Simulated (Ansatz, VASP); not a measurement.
**One calculation of HgTe, two programs**

```
Hg Te
1.0
     3.39576    0.00000    0.00000
     0.00000    3.39576    0.00000
     0.00000    0.00000    4.73258
Hg Te
1 1
Direct
  0.50000 0.50000 0.00000
  0.00000 0.00000 0.50000
```

Alike in both runs: functional r2SCAN; k mesh 4 × 4 × 6; occupations gaussian, width 0.1 eV; no spin polarisation.

Ansatz relaxed the structure, and its values are those at the end. VASP's run is a single point on that final structure, the one shown.

```csv
,VASP,Ansatz
version,VASP 6.6.1,Ansatz 0.2.0
potentials or method,"VASP PAW PBE potentials, release 64 (Hg, Te)","scalar-relativistic, plane waves, PAW"
plane-wave cutoff (eV),520,500
valence electrons in the cell,18,36
```

Ansatz gave:

```
gap on the k mesh at the Fermi level (eV) : none
pressure (GPa)                            : 0.0
```

Estimate VASP's values.

gap on the k mesh at the Fermi level (eV): none; pressure (GPa): 0.2.

A gap of «none» marks a metal or a gap that the smearing closes. The two sets of potentials don't hold the same shells in valence.

Caveats: the k mesh is coarse (spacing up to 0.46 Å⁻¹), so the values aren't converged; the PAW data sets were made with another functional, which shifts forces and pressure a little (VASP). Spin-orbit coupling is left out, which matters for the levels of Hg, Te.
